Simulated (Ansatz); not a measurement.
Varying the input for Hg

The reference input for Ansatz (plane-wave DFT with PAW):

```yaml
crystal:
  lattice:
    - [0.0, 2.3919113801, 2.3919113801]
    - [2.3919113801, 0.0, 2.3919113801]
    - [2.3919113801, 2.3919113801, 0.0]
  atoms:
    - { symbol: Hg, position: [0.0, 0.0, 0.0] }
basis:
  ecutwfc: 420
kpoints:
  mp_grid: { grid: [8, 8, 8] }
hamiltonian:
  xc: pbe
scf:
  occupations: { method: gaussian, width: 0.1 }
output:
  forces: true
  stress: true
  eigenvalues: true
```

Command:

```bash
ansatz run input.yaml --threads 1 --pin off --max-ram 1331MiB --backend cpu --events-out ev --progress --plain --runs-dir out
```

The run converges in 6 SCF iterations on 29 irreducible k-points: pressure 1.78 GPa, no gap.

These settings were drawn at random to show what each does; none of the numbers is a converged property of the crystal. Each trial's input is given as a difference from the reference's; energies are extrapolated to zero smearing where there is one, and pressure is positive in compression. Charged cells sit in a uniform background, and their pressures hang on that convention.

Trial 1:

```diff
 scf:
-  occupations: { method: gaussian, width: 0.1 }
+  occupations: { method: tetrahedron }
+  max_iter: 53
+relax:
+  adjacent_minimum: "off"
+  f_tol: -0.01
```

What happens?

The program refuses the input:

```text
Error: invalid value for `relax.f_tol`: must be finite and > 0; got -0.01 eV/Å
```

Next try, with these keys changed back:

```diff
-relax:
-  adjacent_minimum: "off"
-  f_tol: -0.01
```

The run converges in 7 SCF iterations on 29 irreducible k-points: energy 2.45 meV per atom below the reference, pressure 2.08 GPa, no gap. It warns that the printed bands weren't solved further after the SCF; that forces and stress under tetrahedra may miss the energy's slope.

Trial 2:

```diff
 basis:
-  ecutwfc: 420
+  ecutwfc: "37 Ry"
 hamiltonian:
-  xc: pbe
+  xc: lda
```

What does the program give?

The run converges in 6 SCF iterations on 29 irreducible k-points: pressure -3.84 GPa, no gap.

Trial 3:

```diff
+total_charge: -2
 output:
+  efg: {}
```

What does the program give?

The run converges in 8 SCF iterations on 29 irreducible k-points: pressure 28.63 GPa (with the neutralising background of the charged cell), no gap. It warns that field gradients leave spin–orbit coupling out.

Trial 4 (the one atom moved, which only shifts the crystal as a whole):

```diff
 crystal:
   atoms:
-    - { symbol: Hg, position: [0.0, 0.0, 0.0] }
+    - { symbol: Hg, position: [0.989, 0.443, 0.929] }
 hamiltonian:
-  xc: pbe
+  xc: blyp
 scf:
+  convergence: { dr2_threshold: "1e-6 eV" }
```

What does the program give?

The run converges in 6 SCF iterations on 29 irreducible k-points: pressure 6.02 GPa, no gap. It warns that the SCF threshold is loose for the forces; that the SCF threshold is loose for the stress.

Trial 5:

```diff
 scf:
+  mixing: { algorithm: msr1, beta: 0.55, ndim: 4, preconditioner: ldos }
+  initial_density: { chi_scale: 0, normalization: atom }
+  max_iter: 88
+magnetization:
+  spin_polarized: true
+  initial_magnetization: 5.0
```

What happens?

The run converges in 11 SCF iterations on 29 irreducible k-points: the reference's energy to 0.01 meV per atom, pressure 1.78 GPa, no gap, cell moment 0.00 μB. It warns that the starting moments were lost.

Trial 6 (volume scaled):

```diff
 crystal:
   lattice:
-    - [0.0, 2.3919113801, 2.3919113801]
-    - [2.3919113801, 0.0, 2.3919113801]
-    - [2.3919113801, 2.3919113801, 0.0]
+    - [0.0, 2.4388235132, 2.4388235132]
+    - [2.4388235132, 0.0, 2.4388235132]
+    - [2.4388235132, 2.4388235132, 0.0]
 scf:
-  occupations: { method: gaussian, width: 0.1 }
+  occupations: { method: gaussian, width: 0.019 }
```

How does this run end?

The run converges in 6 SCF iterations on 29 irreducible k-points: energy 12.2 meV per atom below the reference, pressure 0.73 GPa, no gap.

Trial 7:

```diff
 scf:
-  occupations: { method: gaussian, width: 0.1 }
+  occupations: { method: methfessel_paxton }
```

What happens?

The run converges in 5 SCF iterations on 29 irreducible k-points: energy 0.08 meV per atom above the reference, pressure 1.85 GPa, no gap.

Trial 8 (the one atom moved, which only shifts the crystal as a whole):

```diff
 crystal:
   atoms:
-    - { symbol: Hg, position: [0.0, 0.0, 0.0] }
+    - { symbol: Hg, position: [0.503, 0.005, 0.803] }
 basis:
+  ecutrho_ratio: 2
 scf:
+  mixing: { algorithm: anderson, ndim: 1 }
+  initial_density: { chi_scale: 0, normalization: atom }
+  max_iter: 75
```

What does the program give?

The run converges in 16 SCF iterations on 29 irreducible k-points: energy 0.12 meV per atom below the reference, pressure 1.82 GPa, no gap. It warns that the density cutoff lies under the recommended one.

Trial 9:

```diff
 crystal:
+  symmetry: { tolerance: 0.01 }
 kpoints:
-  mp_grid: { grid: [8, 8, 8] }
+  mp_grid: { grid: [2, 2, 2], shift: [0.63, 0.03, 0.93] }
 scf:
+  max_iter: 20
+relax:
+  adjacent_minimum: "off"
+  f_tol: 0.003
+  max_steps: 30
```

How does this run end?

The relaxation ends after 1 step and 6 SCF iterations, 0.00 meV per atom in free energy under its start, at 27.37 Å³/atom: energy 80.2 meV per atom above the reference, pressure 2.05 GPa, gap on the sampled k-points 1.56 eV (the reference is a metal, so it comes from the sampling or the changed settings). It warns that the SCF threshold is loose for the stress; that the mesh lowers the symmetry.

Trial 10:

```diff
 basis:
+  ecutrho_ratio: 3
 kpoints:
-  mp_grid: { grid: [8, 8, 8] }
+  mp_grid: { kspacing: 1.4 }
 hamiltonian:
+  hubbard: { sites: [{ species: Hg, l: d, u: 6.0, j: 0.55 }] }
```

What happens?

The run converges in 11 SCF iterations on 3 irreducible k-points: pressure 7.76 GPa, no gap. It warns that the density cutoff lies under the recommended one; that the count of filled bands differs between k-points. Under a U the state reached may not be the lowest.

Trial 11:

```diff
+total_charge: 0.5
 scf:
+  n_extra_bands: 20
```

What happens?

The run converges in 7 SCF iterations on 29 irreducible k-points: pressure -5.07 GPa (with the neutralising background of the charged cell), no gap.

Trial 12:

```diff
 crystal:
   atoms:
-    - { symbol: Hg, position: [0.0, 0.0, 0.0] }
+    - { symbol: Hg, position: [0.0, 0.0, 0.0], spin: -5.0 }
-basis:
-  ecutwfc: 420
+basis: {}
 hamiltonian:
+  dispersion: none
+  pseudopotentials: { kind: nc }
 scf:
-  occupations: { method: gaussian, width: 0.1 }
+  occupations: { method: gaussian, width: 0.024 }
+  lower_state_search: "off"
 output:
+  populations: true
+magnetization:
+  spin_polarized: true
```

What does the program give?

The run converges in 14 SCF iterations on 29 irreducible k-points: at 898 eV, the cutoff that these potentials take when none is typed, pressure 1.83 GPa, no gap, cell moment 0.00 μB. It warns that the starting moments were lost.